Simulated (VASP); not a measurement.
# Li (P6_3/mmc) in VASP: notebook

The runs below take Li through single point, relaxation of shape and atoms at fixed volume, with r2SCAN.

Everything below comes from runs of VASP 6.6.1. Logs are shortened: lines on timing, memory, paths and dates and some standing lists are left out, and cuts for length are marked.

### 1 The crystal as given

Symmetry: P6_3/mmc, No. 194, hexagonal system. The conventional cell has a = 3.090 Å, b = 3.090 Å, c = 5.074 Å, α = 90.00°, β = 90.00°, γ = 120.00°. Around Li (site symmetry -6m2) lie 12 Li at 3.09 to 3.10 Å.

The cell was built by a generator and needn't be a form met in nature.

### 2 Single point, r2SCAN

Contents of INCAR:

```
  ALGO = Normal
  EDIFF = 1E-7
  ENCUT = 520
  ISIF = 2
  ISMEAR = 0
  LASPH = True
  LCHARG = True
  LELF = True
  LMIXTAU = True
  LREAL = False
  LVHAR = True
  LWAVE = False
  METAGGA = R2SCAN
  NBANDS = 10
  NELM = 60
  PREC = Accurate
  SIGMA = 0.05
```

Contents of KPOINTS:

```
k-points
0
Gamma
  16 16 8
```

Contents of POSCAR:

```
Li
1.0
    3.0898603804      0.0000000000      0.0000000000
   -1.5449301902      2.6758975836      0.0000000000
    0.0000000000      0.0000000000      5.0737069449
Li
2
Direct
    0.3333333333      0.6666666667      0.7500000000
    0.6666666667      0.3333333333      0.2500000000
```

Potentials or basis: VASP PAW PBE potentials, release 64 (Li_sv).

The run is started by

```sh
$ cat potpaw_PBE.64/Li_sv/POTCAR > POTCAR
$ mpirun -np 1 vasp_std > vasp.out
```

OUTCAR:

```text
EDIFF = 1E-7
   ENCUT = 520
   ISIF = 2
   ISMEAR = 0
   LASPH = True
   LREAL = False
   METAGGA = R2SCAN
   NELM = 60
   PREC = Accurate

 ion  position               nearest neighbor table
   1  0.333  0.667  0.750-
   2  0.667  0.333  0.250-

  LATTYP: Found a hexagonal cell.
 ALAT       =     3.0898603804
 C/A-ratio  =     1.6420505525

  Lattice vectors:

 A1 = (   3.0898603804,   0.0000000000,   0.0000000000)
 A2 = (  -1.5449301902,   2.6758975836,   0.0000000000)
 A3 = (   0.0000000000,   0.0000000000,   5.0737069449)

Analysis of symmetry for initial positions (statically):
=====================================================================
 Subroutine PRICEL returns:
 Original cell was already a primitive cell.

 Routine SETGRP: Setting up the symmetry group for a
 hexagonal supercell.

 Subroutine GETGRP returns: Found 24 space group operations
 (whereof 12 operations were pure point group operations)
 out of a pool of 24 trial point group operations.

The static configuration has the point symmetry D_3d.
 The point group associated with its full space group is D_6h.

Analysis of symmetry for dynamics (positions and initial velocities):
=====================================================================
 Subroutine PRICEL returns:
 Original cell was already a primitive cell.

 Routine SETGRP: Setting up the symmetry group for a
 hexagonal supercell.

 Subroutine GETGRP returns: Found 24 space group operations
 (whereof 12 operations were pure point group operations)
 out of a pool of 24 trial point group operations.

The dynamic configuration has the point symmetry D_3d.
 The point group associated with its full space group is D_6h.

 Subroutine INISYM returns: Found 24 space group operations
 (whereof 12 operations are pure point group operations),
 and found     1 'primitive' translations

----------------------------------------------------------------------------------------

                                     Primitive cell

  volume of cell :      41.9502

  direct lattice vectors                    reciprocal lattice vectors
     3.089860380  0.000000000  0.000000000     0.323639219  0.186853190  0.000000000
    -1.544930190  2.675897584  0.000000000     0.000000000  0.373706380  0.000000000
     0.000000000  0.000000000  5.073706945     0.000000000  0.000000000  0.197094553

  length of vectors
     3.089860380  3.089860380  5.073706945     0.373706380  0.373706380  0.197094553

  position of ions in fractional coordinates (direct lattice)
     0.333333333  0.666666667  0.750000000
     0.666666667  0.333333333  0.250000000

  ion indices of the primitive-cell ions
   primitive index   ion index
                 1           1
                 2           2

----------------------------------------------------------------------------------------

 KPOINTS: k-points

Automatic generation of k-mesh.
 Grid dimensions read from file:
 generate k-points for:   16   16    8

 Generating k-lattice:

  Cartesian coordinates                     Fractional coordinates (reciprocal lattice)
     0.020227451  0.011678324  0.000000000     0.062500000  0.000000000  0.000000000
     0.000000000  0.023356649  0.000000000     0.000000000  0.062500000  0.000000000
     0.000000000  0.000000000  0.024636819     0.000000000  0.000000000  0.125000000

  Length of vectors
     0.023356649  0.023356649  0.024636819

  Shift w.r.t. Gamma in fractional coordinates (k-lattice)
     0.000000000  0.000000000  0.000000000

 Subroutine IBZKPT returns following result:
 ===========================================

 Found    150 irreducible k-points:

 Following reciprocal coordinates:
            Coordinates               Weight
  0.000000  0.000000  0.000000      1.000000
  0.062500 -0.000000  0.000000      6.000000
  0.125000 -0.000000  0.000000      6.000000
  0.187500 -0.000000  0.000000      6.000000
  0.250000 -0.000000  0.000000      6.000000
  0.312500 -0.000000  0.000000      6.000000
[... 16 lines left out ...]
  0.187500  0.187500  0.000000      6.000000
  0.250000  0.187500  0.000000     12.000000
 [... further k-points ...]
   k-points           NKPTS =    150   k-points in BZ     NKDIM =    150   number of bands    NBANDS=     10
   number of dos      NEDOS =    301   number of ions     NIONS =      2
   total plane-waves  NPLWV =  23040
   dimension x,y,z NGX =    24 NGY =   24 NGZ =   40
   dimension x,y,z NGXF=    48 NGYF=   48 NGZF=   80
   ions per type =               2
   NGX,Y,Z   is equivalent  to a cutoff of  12.91, 12.91, 13.11 a.u.
   NGXF,Y,Z  is equivalent  to a cutoff of  25.83, 25.83, 26.21 a.u.
 SYSTEM =  unknown system
   PREC   = accura    normal or accurate (medium, high low for compatibility)
   ISTART =      0    job   : 0-new  1-cont  2-samecut
   ICHARG =      2    charge: 1-file 2-atom 10-const
   ISPIN  =      1    spin polarized calculation?
   LNONCOLLINEAR =      F non collinear calculations
   LSORBIT =      F    spin-orbit coupling
   LASPH  =      T    aspherical Exc in radial PAW
   ENCUT  =  520.0 eV  38.22 Ry    6.18 a.u.   5.75  5.75  9.43*2*pi/ulx,y,z
   NELM   =     60;   NELMIN=  2; NELMDL= -5     # of ELM steps
   EDIFF  = 0.1E-06   stopping-criterion for ELM
   LREAL  =      F    real-space projection
   EDIFFG = 0.1E-05   stopping-criterion for IOM
   NSW    =      0    number of steps for IOM
   IBRION =     -1    ionic relax: 0-MD 1-quasi-New 2-CG
   NFREE  =      0    steps in history (QN), initial steepest desc. (CG)
   ISIF   =      2    stress and relaxation
   ISYM   =      2    0-nonsym 1-usesym 2-fastsym
   POTIM  = 0.5000    time-step for ionic-motion
   TEBEG  =    0.0;   TEEND  =   0.0 temperature during run
   PSTRESS=    0.0 pullay stress
   NELECT =       6.0000    total number of electrons
   NUPDOWN=      -1.0000    fix difference up-down
   EMIN   =  10.00;   EMAX   =-10.00  energy-range for DOS
   EFERMI =   0.00;   METHOD = LEGACY
   ISMEAR =     0;   SIGMA  =   0.05  broadening in eV -4-tet -1-fermi 0-gaus
   EFERMI_NEDOS =   21; number of points for ismear=-14 and -15
   IALGO  =     38    algorithm
   IMIX   =      4    mixing-type and parameters
     AMIX     =   0.40;   BMIX     =  1.00
     AMIX_MAG =   1.60;   BMIX_MAG =  1.00
  volume/ion in A,a.u.               =      20.98       141.55
  Fermi-wavevector in a.u.,A,eV,Ry     =   0.856145  1.617880  9.972857  0.732984
  Thomas-Fermi vector in A             =   1.973002
   LORBIT       =      0    0 simple, 1 ext, 2 COOP (PROOUT), +10 PAW based schemes
   METAGGA = R2SCAN    functional components
   LHFCALC =     F    Hartree Fock is set to
   AEXX    =    0.0000 exact exchange contribution
   IVDW    =     0    specifies the selected vdW correction
   LEPSILON=     F    determine dielectric tensor
   LRPA    =     F    only Hartree local field effects (RPA)
 non-spin polarized calculation
 Gauss-broadening in eV      SIGMA  =   0.05
  energy-cutoff  :      520.00
  volume of cell :       41.95
 maximum number of plane-waves:      1170
 NGX is ok and might be reduce to    24
   NGX = 11   NGY = 11   NGZ = 19

 number of electron       5.9999990 magnetization

 Free energy of the ion-electron system (eV)
  ---------------------------------------------------
  ext. energy  EPLUGINS =         0.00000000
  ---------------------------------------------------
  free energy    TOTEN  =        -4.77004977 eV

  energy without entropy =       -4.76941992  energy(sigma->0) =       -4.76973484

 E-fermi :   0.5309     XC(G=0):  -7.3613

 val. band max:        0.5162495714   @ k =   0.4375  -0.0000   0.3750
 cond. band min:       0.5356735158   @ k =   0.5000  -0.0000   0.1250
 fundamental gap:      0.0194239444
 Fermi energy:         0.5309072631

 k-point     1 :       0.0000    0.0000    0.0000
  band No.  band energies     occupation
      1     -47.5932      2.00000
      2     -47.5769      2.00000
      3      -3.2805      2.00000
      4       0.5129      1.38999
      5       3.5390      0.00000
      6      14.1003      0.00000
      7      14.1012      0.00000
      8      15.5081      0.00000
      9      15.5089      0.00000
     10      16.1922      0.00000

 k-point     2 :       0.0625   -0.0000    0.0000
  band No.  band energies     occupation
      1     -47.5926      2.00000
      2     -47.5767      2.00000
      3      -3.2136      2.00000
      4       0.5994      0.05258
      5       3.5667      0.00000
      6      13.2483      0.00000
      7      13.5139      0.00000
      8      15.4847      0.00000
      9      15.9528      0.00000
     10      16.1320      0.00000

 k-point     3 :       0.1250   -0.0000    0.0000
  band No.  band energies     occupation
      1     -47.5911      2.00000
      2     -47.5759      2.00000
      3      -3.0126      2.00000
      4       0.8598      0.00000
      5       3.6476      0.00000
      6      11.5840      0.00000
      7      12.5921      0.00000
      8      15.4056      0.00000
      9      15.7715      0.00000
     10      16.2078      0.00000

 k-point     4 :       0.1875   -0.0000    0.0000
  band No.  band energies     occupation
      1     -47.5886      2.00000
      2     -47.5748      2.00000
      3      -2.6773      2.00000
      4       1.2932      0.00000
      5       3.7622      0.00000
      6       9.8422      0.00000
      7      11.7339      0.00000
      8      14.6036      0.00000
      9      14.6214      0.00000
     10      15.3106      0.00000
[... 222 lines left out ...]
 k-point    22 :       0.4375    0.1250    0.0000
  band No.  band energies     occupation
      1     -47.5757      2.00000
      2     -47.5714      2.00000
      3       0.7190      0.00000
      4       1.8403      0.00000
      5       5.7963      0.00000
      6       6.6645      0.00000
      7       6.8891      0.00000
      8       7.1742      0.00000
      9      10.8767      0.00000
     10      13.4640      0.00000

 k-point    23 :       0.1875    0.1875    0.0000
  band No.  band energies     occupation
      1     -47.5816      2.00000
      2     -47.5722      2.00000
      3      -1.4659      2.00000
      4       2.8467      0.00000
      5       4.0394      0.00000
      6       6.8047      0.00000
      7       8.5673      0.00000
      8      11.8499      0.00000
      9      13.0434      0.00000
     10      13.5467      0.00000

 k-point    24 :       0.2500    0.1875    0.0000
  band No.  band energies     occupation
      1     -47.5789      2.00000
      2     -47.5715      2.00000
      3      -0.7947      2.00000
      4       3.7023      0.00000
      5       3.9322      0.00000
      6       5.7483      0.00000
      7       7.9358      0.00000
      8      10.4501      0.00000
      9      12.2637      0.00000
     10      12.5067      0.00000

 [... further k-points ...]

------------------------ aborting loop because EDIFF is reached ----------------------------------------

  FORCE on cell =-STRESS in cart. coord.  units (eV):
  Direction    XX          YY          ZZ          XY          YZ          ZX
  --------------------------------------------------------------------------------------
  -------------------------------------------------------------------------------------
  Total        0.0060831      0.0060831     -0.0338122      0.0000000     -0.0000000      0.0000000
  in kB        0.2323263      0.2323263     -1.2913698      0.0000000     -0.0000000      0.0000000
  external PRESSURE =      -0.2755724 kB  Pullay stress =       0.0000000 kB

 VOLUME and BASIS-vectors are now :
 -----------------------------------------------------------------------------
  energy-cutoff  :      520.00
  volume of cell :       41.95
      direct lattice vectors                 reciprocal lattice vectors
     3.089860380  0.000000000  0.000000000     0.323639219  0.186853190  0.000000000
    -1.544930190  2.675897584  0.000000000     0.000000000  0.373706380  0.000000000
     0.000000000  0.000000000  5.073706945     0.000000000  0.000000000  0.197094553

 POSITION                                       TOTAL-FORCE (eV/Angst)
 -----------------------------------------------------------------------------------
     -0.00000      1.78393      3.80528         0.000000      0.000000      0.000000
      1.54493      0.89197      1.26843        -0.000000     -0.000000      0.000000
 -----------------------------------------------------------------------------------
    total drift:                                0.000000     -0.000000      0.000000

  FREE ENERGIE OF THE ION-ELECTRON SYSTEM (eV)
  ---------------------------------------------------
  free  energy   TOTEN  =        -4.7700497692 eV

  energy  without entropy=       -4.7694199189  energy(sigma->0) =       -4.76973484
```

Wall time 9 min (1 thread of AMD EPYC 7R13 (Zen 3), shared host); peak memory 0.14 GiB.

What came out:

```yaml
Free_energy: -4.7700 eV
Band_gap_on_the_k_mesh: none (metal or under the smearing width)
```

Caveat: the cutoff is under 1.25 times the usual one of these potentials, so pressure, stress and relaxed cells hold a basis-set (Pulay) error; the PAW data sets were made with another functional, which shifts forces and pressure a little.

### 3 Relaxation of shape and atoms at fixed volume, r2SCAN

Contents of INCAR:

```
SYSTEM = Li
ALGO = Normal
EDIFF = 1E-6
EDIFFG = -0.01
ENCUT = 600
IBRION = 2
ISIF = 4
ISMEAR = 0
LASPH = .True.
LCHARG = .False.
LMIXTAU = .True.
LREAL = .False.
LWAVE = .False.
METAGGA = R2SCAN
NELM = 100
NSW = 60
PREC = Accurate
SIGMA = 0.05
```

Contents of KPOINTS:

```
k-points
0
Gamma
  16 16 8
  0 0 0
```

POSCAR is that of step 2.

Potentials or basis: VASP PAW PBE potentials, release 64 (Li_sv).

The run is started by

```sh
$ cat potpaw_PBE.64/Li_sv/POTCAR > POTCAR
$ mpirun -np 1 vasp_std > vasp.out
```

It took 5.9 min on 1 thread of AMD EPYC 7R13 (Zen 3), shared host; peak memory 0.16 GiB.

Results (log left out):

```
Free energy             : -4.7709 eV
Pressure after relaxing : -0.3 GPa
Band gap on the k mesh  : none (metal or under the smearing width)
```

Final structure:
```
Li
1.0
     3.08986    0.00000    0.00000
    -1.54493    2.67590    0.00000
     0.00000    0.00000    5.07371
Li
2
Cartesian
  0.0000 1.7839 3.8053
  1.5449 0.8920 1.2684
```

Levels at points of the mesh, in eV from the Fermi level:
```csv
k point,band 1,band 2,band 3,band 4,band 5,band 6,band 7
"(0.00, 0.00, 0.00)",-48.16,-48.14,-3.80,-0.02,3.03,13.58,13.58
"(0.50, 0.00, 0.00)",-48.14,-48.14,-0.06,1.12,5.00,6.11,6.64
"(0.00, 0.00, 0.50)",-48.15,-48.15,-2.61,-2.61,8.39,8.39,14.59
"(0.50, 0.00, 0.50)",-48.14,-48.14,0.76,0.76,3.69,3.69,10.61
```

Caveat: the cutoff is under 1.25 times the usual one of these potentials, so pressure, stress and relaxed cells hold a basis-set (Pulay) error; the relaxation stopped at its first step, so nothing moved; the PAW data sets were made with another functional, which shifts forces and pressure a little.
